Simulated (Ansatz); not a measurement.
**ZnS under changes of volume**

One of the cells (19.727 Å³/atom); the others are scaled copies at fixed shape and fractional positions:

```
Zn S
1.0
     0.00000    2.70200    2.70200
     2.70200    0.00000    2.70200
     2.70200    2.70200    0.00000
Zn S
1 1
Direct
  0.75000 0.75000 0.75000
  0.00000 0.00000 0.00000
```

| Quantity | Value |
| --- | --- |
| Program | Ansatz 0.2.0 |
| Functional | revPBE |
| Potentials or basis | Ansatz PAW |
| Cutoff | 420 eV (not typed: the program's choice for these potentials) |
| k mesh | 9 × 9 × 9 |
| Occupations | fermi-dirac, width 0.05 eV |
| Spin | no spin polarisation |

| volume (Å³/atom) | energy over the lowest point (meV/atom) | pressure (GPa) | gap on the mesh (eV) |
| --- | --- | --- | --- |
| 18.543 | 55.17 | 9.1 | 2.50 |
| 18.938 | 35.43 | 7.0 | 2.41 |
| 19.332 | 20.51 | 5.2 | 2.32 |
| 19.727 | 9.92 | 3.5 | 2.23 |
| 20.121 | 3.22 | 2.0 | 2.15 |
| 20.516 | ? | ? | ? |
| 20.910 | 0.00 | -0.6 | 1.99 |

**Question.** What does the run at 20.516 Å³/atom give?

**Answer.** Energy over the lowest point 0.02 meV/atom; pressure 0.6 GPa; gap on the mesh 2.07 eV.

Worked out: A Birch-Murnaghan fit of order 3 (a polynomial in V^(-2/3)) to the other rows has its minimum at 20.71 Å³/atom with B0 = V·E''(V) = 64 GPa and B' = 4.4. It gives 0.03 meV/atom at 20.516 Å³/atom, against the run's 0.02, and -dE/dV = 0.6 GPa, against 0.6. A straight line through the other rows of the gap, of slope -4.25 eV per unit of ln V (its deformation potential), gives 2.07 eV, against the run's 2.07.

Energies are extrapolated to zero smearing.

Caveats: odd divisions of the mesh miss points on the zone boundary, where band edges often lie, so the gap on the mesh can be too wide; the PAW data sets come from PBE, with cores solved anew for the run's functional, which leaves a small shift of forces and pressure.
